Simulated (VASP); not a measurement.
# CdTe (F-43m) in VASP: a series of runs, part 2 of 2

VASP 6.6.1. Earlier steps stand in the parts before.

### Step 4. Single point, PBEsol

This run uses another cell than the first one, of 24.58 Å³/atom, 0.747 times its volume.

INCAR

```
SYSTEM = CdTe
PREC = Accurate
ENCUT = 520
EDIFF = 1E-6
ISMEAR = -1
SIGMA = 0.05
LREAL = .FALSE.
LASPH = .TRUE.
NELM = 100
ALGO = Normal
ISIF = 2
LWAVE = .FALSE.
LCHARG = .TRUE.
GGA = PS
LELF = .TRUE.
LVHAR = .TRUE.
NBANDS = 16
```

KPOINTS

```
regular mesh
0
G
  7 7 7
  0 0 0
```

POSCAR

```
CdTe
1.0
    0.0000000000      2.9074701386      2.9074701386
    2.9074701386      0.0000000000      2.9074701386
    2.9074701386      2.9074701386      0.0000000000
Te Cd
1 1
Direct
    0.7500000000      0.7500000000      0.7500000000
    0.0000000000      0.0000000000      0.0000000000
```

Potentials or basis: VASP PAW PBE potentials, release 64 (Te, Cd).

On the command line:

```
$ cat potpaw_PBE.64/Te/POTCAR potpaw_PBE.64/Cd/POTCAR > POTCAR
$ mpirun -np 1 vasp_std > vasp.out
```

OUTCAR:

```text
SYSTEM = CdTe
   PREC = Accurate
   ENCUT = 520
   EDIFF = 1E-6
   ISMEAR = -1
   LREAL = .FALSE.
   LASPH = .TRUE.
   NELM = 100
   ISIF = 2
   GGA = PS

 ion  position               nearest neighbor table
   1  0.750  0.750  0.750-   2 2.52   2 2.52   2 2.52   2 2.52
   2  0.000  0.000  0.000-   1 2.52   1 2.52   1 2.52   1 2.52

  LATTYP: Found a face centered cubic cell.
 ALAT       =     5.8149402772

  Lattice vectors:

 A1 = (   0.0000000000,   2.9074701386,   2.9074701386)
 A2 = (   2.9074701386,   0.0000000000,   2.9074701386)
 A3 = (   2.9074701386,   2.9074701386,   0.0000000000)

Analysis of symmetry for initial positions (statically):
=====================================================================
 Subroutine PRICEL returns:
 Original cell was already a primitive cell.

 Routine SETGRP: Setting up the symmetry group for a
 face centered cubic supercell.

 Subroutine GETGRP returns: Found 24 space group operations
 (whereof 24 operations were pure point group operations)
 out of a pool of 48 trial point group operations.

The static configuration has the point symmetry T_d .

Analysis of symmetry for dynamics (positions and initial velocities):
=====================================================================
 Subroutine PRICEL returns:
 Original cell was already a primitive cell.

 Routine SETGRP: Setting up the symmetry group for a
 face centered cubic supercell.

 Subroutine GETGRP returns: Found 24 space group operations
 (whereof 24 operations were pure point group operations)
 out of a pool of 48 trial point group operations.

The dynamic configuration has the point symmetry T_d .

 Subroutine INISYM returns: Found 24 space group operations
 (whereof 24 operations are pure point group operations),
 and found     1 'primitive' translations

----------------------------------------------------------------------------------------

                                     Primitive cell

  volume of cell :      49.1559

  direct lattice vectors                    reciprocal lattice vectors
     0.000000000  2.907470139  2.907470139    -0.171970812  0.171970812  0.171970812
     2.907470139  0.000000000  2.907470139     0.171970812 -0.171970812  0.171970812
     2.907470139  2.907470139  0.000000000     0.171970812  0.171970812 -0.171970812

  length of vectors
     4.111783702  4.111783702  4.111783702     0.297862183  0.297862183  0.297862183

  position of ions in fractional coordinates (direct lattice)
     0.750000000  0.750000000  0.750000000
     0.000000000  0.000000000  0.000000000

  ion indices of the primitive-cell ions
   primitive index   ion index
                 1           1
                 2           2

----------------------------------------------------------------------------------------

 KPOINTS: regular mesh

Automatic generation of k-mesh.
 Grid dimensions read from file:
 generate k-points for:    7    7    7

 Generating k-lattice:

  Cartesian coordinates                     Fractional coordinates (reciprocal lattice)
    -0.024567259  0.024567259  0.024567259     0.142857143  0.000000000  0.000000000
     0.024567259 -0.024567259  0.024567259     0.000000000  0.142857143  0.000000000
     0.024567259  0.024567259 -0.024567259     0.000000000  0.000000000  0.142857143

  Length of vectors
     0.042551740  0.042551740  0.042551740

  Shift w.r.t. Gamma in fractional coordinates (k-lattice)
     0.000000000  0.000000000  0.000000000

 Subroutine IBZKPT returns following result:
 ===========================================

 Found     20 irreducible k-points:

 Following reciprocal coordinates:
            Coordinates               Weight
  0.000000  0.000000  0.000000      1.000000
  0.142857  0.000000  0.000000      8.000000
  0.285714  0.000000  0.000000      8.000000
  0.428571  0.000000  0.000000      8.000000
  0.142857  0.142857  0.000000      6.000000
  0.285714  0.142857  0.000000     24.000000
[... 12 lines left out ...]
 -0.428571  0.428571  0.142857     24.000000
 -0.285714  0.428571  0.142857     24.000000
   k-points           NKPTS =     20   k-points in BZ     NKDIM =     20   number of bands    NBANDS=     16
   number of dos      NEDOS =    301   number of ions     NIONS =      2
   total plane-waves  NPLWV =  32768
   dimension x,y,z NGX =    32 NGY =   32 NGZ =   32
   dimension x,y,z NGXF=    64 NGYF=   64 NGZF=   64
   ions per type =               1   1
   NGX,Y,Z   is equivalent  to a cutoff of  12.94, 12.94, 12.94 a.u.
   NGXF,Y,Z  is equivalent  to a cutoff of  25.88, 25.88, 25.88 a.u.
 SYSTEM =  CdTe
   PREC   = accura    normal or accurate (medium, high low for compatibility)
   ISTART =      0    job   : 0-new  1-cont  2-samecut
   ICHARG =      2    charge: 1-file 2-atom 10-const
   ISPIN  =      1    spin polarized calculation?
   LNONCOLLINEAR =      F non collinear calculations
   LSORBIT =      F    spin-orbit coupling
   LASPH  =      T    aspherical Exc in radial PAW
   ENCUT  =  520.0 eV  38.22 Ry    6.18 a.u.   7.65  7.65  7.65*2*pi/ulx,y,z
   NELM   =    100;   NELMIN=  2; NELMDL= -5     # of ELM steps
   EDIFF  = 0.1E-05   stopping-criterion for ELM
   LREAL  =      F    real-space projection
   EDIFFG = 0.1E-04   stopping-criterion for IOM
   NSW    =      0    number of steps for IOM
   IBRION =     -1    ionic relax: 0-MD 1-quasi-New 2-CG
   NFREE  =      0    steps in history (QN), initial steepest desc. (CG)
   ISIF   =      2    stress and relaxation
   ISYM   =      2    0-nonsym 1-usesym 2-fastsym
   POTIM  = 0.5000    time-step for ionic-motion
   TEBEG  =    0.0;   TEEND  =   0.0 temperature during run
   PSTRESS=    0.0 pullay stress
   NELECT =      18.0000    total number of electrons
   NUPDOWN=      -1.0000    fix difference up-down
   EMIN   =  10.00;   EMAX   =-10.00  energy-range for DOS
   EFERMI =   0.00;   METHOD = LEGACY
   ISMEAR =    -1;   SIGMA  =   0.05  broadening in eV -4-tet -1-fermi 0-gaus
   EFERMI_NEDOS =   21; number of points for ismear=-14 and -15
   IALGO  =     38    algorithm
   IMIX   =      4    mixing-type and parameters
     AMIX     =   0.40;   BMIX     =  1.00
     AMIX_MAG =   1.60;   BMIX_MAG =  1.00
  volume/ion in A,a.u.               =      24.58       165.86
  Fermi-wavevector in a.u.,A,eV,Ry     =   1.171225  2.213295 18.664043  1.371768
  Thomas-Fermi vector in A             =   2.307672
   LORBIT       =      0    0 simple, 1 ext, 2 COOP (PROOUT), +10 PAW based schemes
   GGA     = PS    functional components
   LHFCALC =     F    Hartree Fock is set to
   AEXX    =    0.0000 exact exchange contribution
   IVDW    =     0    specifies the selected vdW correction
   LEPSILON=     F    determine dielectric tensor
   LRPA    =     F    only Hartree local field effects (RPA)
 non-spin polarized calculation
  energy-cutoff  :      520.00
  volume of cell :       49.16
 maximum number of plane-waves:      1363
   NGX = 15   NGY = 15   NGZ = 15

 number of electron      18.0000004 magnetization

 Free energy of the ion-electron system (eV)
  ---------------------------------------------------
  ext. energy  EPLUGINS =         0.00000000
  ---------------------------------------------------
  free energy    TOTEN  =        -4.14296339 eV

  energy without entropy =       -4.14296338  energy(sigma->0) =       -4.14296338

 E-fermi :   6.6707     XC(G=0): -10.3016

 val. band max:        5.8932299944   @ k =   0.0000   0.0000   0.0000
 cond. band min:       7.4857309159   @ k =   0.4286   0.4286   0.0000
 fundamental gap:      1.5925009215
 Fermi energy:         6.6706860637

 k-point     1 :       0.0000    0.0000    0.0000
  band No.  band energies     occupation
      1      -7.8297      2.00000
      2      -4.1743      2.00000
      3      -4.1743      2.00000
      4      -4.1743      2.00000
      5      -3.5856      2.00000
      6      -3.5856      2.00000
[... 8 lines left out ...]
     15      15.6820      0.00000
     16      15.6820      0.00000
[... 343 lines left out ...]
 k-point    20 :      -0.2857    0.4286    0.1429
  band No.  band energies     occupation
      1      -6.8325      2.00000
      2      -3.9519      2.00000
      3      -3.8773      2.00000
      4      -3.6687      2.00000
      5      -3.5995      2.00000
      6      -2.4286      2.00000
[... 8 lines left out ...]
     15      16.8500      0.00000
     16      19.2804      0.00000

------------------------ aborting loop because EDIFF is reached ----------------------------------------

  FORCE on cell =-STRESS in cart. coord.  units (eV):
  Direction    XX          YY          ZZ          XY          YZ          ZX
  --------------------------------------------------------------------------------------
  -------------------------------------------------------------------------------------
  Total        9.3733006      9.3733006      9.3733006      0.0000000      0.0000000      0.0000000
  in kB      305.5113468    305.5113468    305.5113468      0.0000000      0.0000000      0.0000000
  external PRESSURE =     305.5113468 kB  Pullay stress =       0.0000000 kB

 VOLUME and BASIS-vectors are now :
 -----------------------------------------------------------------------------
  energy-cutoff  :      520.00
  volume of cell :       49.16
      direct lattice vectors                 reciprocal lattice vectors
     0.000000000  2.907470139  2.907470139    -0.171970812  0.171970812  0.171970812
     2.907470139  0.000000000  2.907470139     0.171970812 -0.171970812  0.171970812
     2.907470139  2.907470139  0.000000000     0.171970812  0.171970812 -0.171970812

 POSITION                                       TOTAL-FORCE (eV/Angst)
 -----------------------------------------------------------------------------------
      4.36121      4.36121      4.36121         0.000000      0.000000      0.000000
      0.00000      0.00000      0.00000        -0.000000     -0.000000     -0.000000
 -----------------------------------------------------------------------------------
    total drift:                               -0.000000     -0.000000     -0.000000

  FREE ENERGIE OF THE ION-ELECTRON SYSTEM (eV)
  ---------------------------------------------------
  free  energy   TOTEN  =        -4.1429633862 eV

  energy  without entropy=       -4.1429633810  energy(sigma->0) =       -4.14296338
```

OSZICAR:

```text
N       E                     dE             d eps       ncg     rms          rms(c)
DAV:   1     0.106419623750E+03    0.10642E+03   -0.88617E+03   656   0.103E+03
DAV:   2    -0.125812366217E+01   -0.10768E+03   -0.10318E+03   760   0.252E+02
DAV:   3    -0.443649833316E+01   -0.31784E+01   -0.31745E+01   776   0.449E+01
DAV:   4    -0.446088824066E+01   -0.24390E-01   -0.24389E-01   880   0.366E+00
DAV:   5    -0.446110559355E+01   -0.21735E-03   -0.21735E-03   808   0.257E-01    0.114E+01
DAV:   6    -0.417493848987E+01    0.28617E+00   -0.49583E-01   768   0.114E+01    0.837E+00
DAV:   7    -0.414470466862E+01    0.30234E-01   -0.17443E-01   784   0.309E+00    0.243E+00
DAV:   8    -0.414313064482E+01    0.15740E-02   -0.19160E-02   728   0.181E+00    0.761E-01
DAV:   9    -0.414295232897E+01    0.17832E-03   -0.11139E-03   768   0.348E-01    0.253E-01
DAV:  10    -0.414295759468E+01   -0.52657E-05   -0.13220E-04   832   0.876E-02    0.725E-02
DAV:  11    -0.414296424823E+01   -0.66535E-05   -0.28705E-05   800   0.564E-02    0.211E-02
DAV:  12    -0.414296338625E+01    0.86198E-06   -0.31873E-06   728   0.233E-02
   1 F= -.41429634E+01 E0= -.41429634E+01  d E =-.525598E-08
```

stdout:

```text
POSCAR found type information on POSCAR TeCd
 POSCAR found :  2 types and       2 ions
 scaLAPACK will be used
 -----------------------------------------------------------------------------
|                                                                             |
|                                                                             |
|     You enforced a specific xc type in the INCAR file but a different       |
|     I HOPE YOU KNOW WHAT YOU ARE DOING!                                     |
|                                                                             |
 -----------------------------------------------------------------------------

 LDA part: xc-table for (Slater+PW92), standard interpolation
 POSCAR, INCAR and KPOINTS ok, starting setup
 FFT: planning ... GRIDC
 FFT: planning ... GRID_SOFT
 FFT: planning ... GRID
 WAVECAR not read
 entering main loop
```

Wall time 35 s (1 thread of AMD EPYC 7R13, shared host); peak memory 0.15 GiB.

What came out:

| Quantity | Value |
| --- | --- |
| Free energy | -4.1430 eV |
| Pressure | 30.6 GPa |
| Band gap on the k mesh | 1.59 eV, indirect (least direct gap 1.65 eV) |

Caveat: the PAW data sets were made with another functional, which shifts forces and pressure a little; spin-orbit coupling is left out, which moves the levels of the heavy elements. A hybrid or GW would open this gap; PBEsol tends to underestimate it.

### Step 5. The runs side by side

| level | potentials or basis | spin | cell | smearing | gap on the mesh (eV) | pressure (GPa) |
| --- | --- | --- | --- | --- | --- | --- |
| r2SCAN+rVV10 | VASP PAW PBE potentials, release 64 (Te, Cd) | off | a = 4.533 Å, angles 60.0°, 2 atoms | gaussian 0.01 eV | 1.34 | 2.7 |
| LDA | VASP PAW LDA potentials, release 64 (Te, Cd) | collinear, ferromagnetic start | a = 4.533 Å, angles 60.0°, 2 atoms | tetrahedron | 0.65 | 0.3 |
| PBEsol | VASP PAW PBE potentials, release 64 (Te, Cd) | off | a = 4.112 Å, angles 60.0°, 2 atoms | fermi-dirac 0.05 eV | 1.59 | 30.6 |

Alike in all rows: task single point; k mesh 7 × 7 × 7; cutoff (eV) 520.

Caveats: spin-orbit coupling is left out, which moves the levels of the heavy elements; the PAW data sets were made with another functional, which shifts forces and pressure a little (some runs).

Total energies depend on the potentials used, so only differences within one code and one set of settings carry meaning.

### Step 6. Comparison with measurements

Step 2. Measured gap of CdTe: 1.607 eV (0 K; a printed reference work, data compilation). This calculation gives 1.34 eV (-0.27 eV). Spin-orbit coupling on Cd, Te is left out. The value is that of r2SCAN+rVV10, without temperature or zero-point motion.

Step 3. Against the measured gap of CdTe, 1.607 eV (0 K; a printed reference work, data compilation), the calculated 0.65 eV is off by -0.95 eV. Spin-orbit coupling on Cd, Te is left out. The value is that of LDA, without temperature or zero-point motion. Semilocal functionals fall short of measured gaps as a rule.
